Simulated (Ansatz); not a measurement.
The system is NiO.

```
Ni O
1.0
     0.00000    2.08590    2.08590
     2.08590    0.00000    2.08590
     2.08590    2.08590    0.00000
Ni O
1 1
Direct
  0.00000 0.00000 0.00000
  0.50000 0.50000 0.50000
```

Below is the output of Ansatz 0.2.0 for this cell. Logs are shortened: lines on timing, memory, paths and dates and some standing lists are left out, and cuts for length are marked.

```text
Warning: RAYON_NUM_THREADS=2 ignored (pool sized by the plan → 2); use --threads N
LAPW: plane waves up to 9.967 Å⁻¹, error target 1.0e-3 eV per atom; small_component_spin mean_spin; O in spheres of 0.943 Å, 8 of its electrons in bands, Dirac shells []; Ni in spheres of 1.143 Å, 18 of its electrons in bands, Dirac shells [] (how accurate: hamiltonian.pseudopotentials.lapw.basis_error, Limitations)
Engine: ansatz 0.2.0, x86_64-unknown-linux-gnu
Pseudopotentials: kind: all_electron
Pseudopotential: Ni, LAPW, valence charge 18, lapw/all_electron/scalar/gaussian/Ni, Koelling and Harmon's equation, gaussian nucleus
Pseudopotential: O, LAPW, valence charge 8, lapw/all_electron/scalar/gaussian/O, Koelling and Harmon's equation, gaussian nucleus
Functional definition: PBE
  parameter kappa = 0.804
  parameter beta = 0.06672455060314922
  exchange = pbe_x(kappa = kappa, mu = beta*pi^2/3)
  correlation = pbe_c(beta = beta)
Crystal: 2 atoms, lattice volume = 18.151 Å³
Basis set: ecut = 378.48169462891155 eV, 307 PW (Γ), exchange–correlation at level 2
Bands: 18, of which v1, the nominal top of the filled ones, is band 13 counted from 1 (12 counted from 0)
Symmetry: 48 space group operations
Space group: Fm-3m (ITA 225), of the structure as read, at distance tolerance 2.6e-5 Å
Magnetic group: BNS 225.116 (UNI 1618), of the structure as read, at distance tolerance 2.6e-5 Å
k-points: 56 of 1331
Non-local potential: Ni, projectors of the file, none
Non-local potential: O, projectors of the file, none
Initial density: superposition of atomic densities (chi_scale 0.1, normalization cell, long waves kept (reshape's long-wave potential 0.00 eV rms))
Starting moments: Σ|m| = 1 μB on 1 of 2 sites
Initial wavefunctions: plane waves of lowest kinetic energy (no species holds an atomic orbital)
Functional: x = pbe(κ = 0.804, μ = 0.2195149727645171), c = pbe(β = 0.06672455060314922)
iter 1 solved again at ethr=4.50e-3 eV; its pass at ethr=1.00e-1 eV (dr2=1.17e0 eV) is discarded
[... 17 lines left out ...]
SCF iter  12: F=—  HF=-43429.771122 eV  |F-HF|=—  |Δ(HF+E_count)|=   1.05e-7  Δρ=1.36e-6 (↑1.31e-6 ↓1.36e-6)  dr2=3.07e-10  dr2_m=2.32e-10  M=1.816 μB ∫|m|=1.822 μB  β_m=0.98  ethr=1.47e-11  ⟨swp⟩=3.0  Hψ=6029  notcnv=0
SCF iter  13: F=-43429.771122 eV  HF=-43429.771122 eV  |F-HF|=1.46e-11  |Δ(HF+E_count)|=  4.00e-10  Δρ=8.69e-8 (↑5.09e-8 ↓8.69e-8)  dr2=4.46e-13  dr2_m=7.08e-13  M=1.816 μB ∫|m|=1.822 μB  ethr=5.46e-12 (applied; sched 1.18e-12)  ⟨swp⟩=2.0  Hψ=5496  notcnv=0
SCF 1 converged in 13 iterations: F = -43429.771122 eV  dr2 = 4.46e-13
SCF converged after 13 iterations
Magnetization: 1.8158 μB (13.9079 up, 12.0921 down)
Absolute magnetization: 1.8221 μB (∫|ρ↑−ρ↓|)
Spin contamination: 0.0056 ħ² per cell (⟨S²⟩ above its minimum at these occupations)
Per-site moments (μB) at R_I (Å): [(1.5059490681887961, 1.1428505103952713), (0.2956406508618965, 0.9430510999223721)]
Free energy (F): -43429.771122 eV
Harris-Foulkes:  -43429.771122 eV  (|F-HF|=1.46e-11)
Internal energy: -43429.770978 eV  (E = F + TS)
E sigma→0 (E₀):  -43429.771050 eV
Entropy (-TS):   -0.000144 eV (-0.072 meV/atom)
Fermi energy:    14.626369 eV
--- Per-component energies (eV) ---
  E_band       = -1306.947405
  E_kinetic    = 44091.167781
  E_xc         = -1964.054424
  E_electrostatic = -85556.884335  (all electrons and nuclei)
  E_smearing   = -0.000144  (= −TS)
  E_closure    = 0.000000  (closes the sum)
  E_atoms      = -43416.659407  (free atoms, spherical and without spin; not in F)
  Σ components = -43429.771122   (vs F -43429.771122, Δ=0.00e0)
  Basis errors (estimates in eV, not in F): energy 3.7e-4 per atom: plane waves 3.3e-4 (1.8e-4 summed), levels above the bands 0.0e0, relativity 4.9e-8, radial functions 4.0e-5, core shells 3.1e-9; eigenvalues (radial functions only) 8.9e-7; not estimated: angular momenta, meshes, grids; target (lapw.basis_error) 1.0e-3; muffin-tin radii O 0.943 Å, Ni 1.143 Å
--- Forces (eV/Å), atoms counted from 1 ---
  atom   1  Ni     0.00000000     0.00000000     0.00000000
  atom   2  O      0.00000000    -0.00000000    -0.00000000
  max |Σ_I F_I| component: 1.99e-30 eV/Å
--- Stress (GPa, compression-positive) ---
        6.635801      -0.000000       0.000000
       -0.000000       6.635801       0.000000
        0.000000       0.000000       6.635801
  P = ⅓ Tr σ = 6.6358 GPa (66.358 kbar)
--- Band table (eV; the first three rows and the last of 112) ---
  k-point 0 ↑: bands = ["-492.0623", "-89.8492", "-50.2233", "-50.2233", "-50.2233", "-5.7876", "11.3851", "11.3851", "11.6055", "11.6055", "11.6055", "11.9340", "11.9340", "11.9340", "16.1218", "32.3883", "33.4511", "33.4511"]
  k-point 1 ↑: bands = ["-492.0623", "-89.8490", "-50.2258", "-50.2237", "-50.2237", "-5.6928", "10.6634", "10.6634", "10.7630", "11.9112", "11.9112", "12.2279", "12.4384", "12.4384", "16.7079", "30.5409", "33.1455", "33.1455"]
  k-point 2 ↑: bands = ["-492.0623", "-89.8484", "-50.2323", "-50.2246", "-50.2246", "-5.4275", "9.4208", "9.9171", "9.9171", "12.0765", "12.0765", "12.4546", "13.2623", "13.2623", "17.9262", "28.2450", "31.9831", "31.9831"]
  k-point 55 ↓: bands = ["-491.8092", "-87.9535", "-48.4009", "-48.3993", "-48.3902", "-3.7049", "8.7034", "8.7542", "9.6212", "13.4114", "13.6006", "13.8794", "15.0122", "15.7453", "23.6134", "25.3604", "25.5374", "28.7537"]
```

Problem. Write the input and the command behind it.

Solution. Single point with PBE, collinear spin, ferromagnetic start. The files as run (others can give the same):

input.yaml
```yaml
crystal:
  lattice:
    - [0.0, 2.0859016414, 2.0859016414]
    - [2.0859016414, 0.0, 2.0859016414]
    - [2.0859016414, 2.0859016414, 0.0]
  atoms:
    - { symbol: Ni, position: [0.0, 0.0, 0.0], spin: 1.0 }
    - { symbol: O, position: [0.5, 0.5, 0.5] }
kpoints:
  mp_grid: { grid: [11, 11, 11] }
scf:
  occupations: { method: gaussian, width: 0.019 }
hamiltonian:
  xc: pbe
  pseudopotentials: { kind: all_electron, lapw: { basis_error: 0.001 } }
magnetization:
  spin_polarized: true
output:
  forces: true
  stress: true
  eigenvalues: true
```

Potentials or basis: all-electron LAPW, scalar-relativistic.
The run is started by
```bash
$ ansatz run input.yaml --threads 2 --pin off --max-ram 6144MiB --backend cpu --events-out ev --progress --plain --runs-dir out
```

Caveat: a cell with one magnetic atom can't hold antiferromagnetic order, which such compounds often take; semilocal functionals often make such compounds metallic where correlation or magnetic order opens a gap, which also shifts bond lengths.
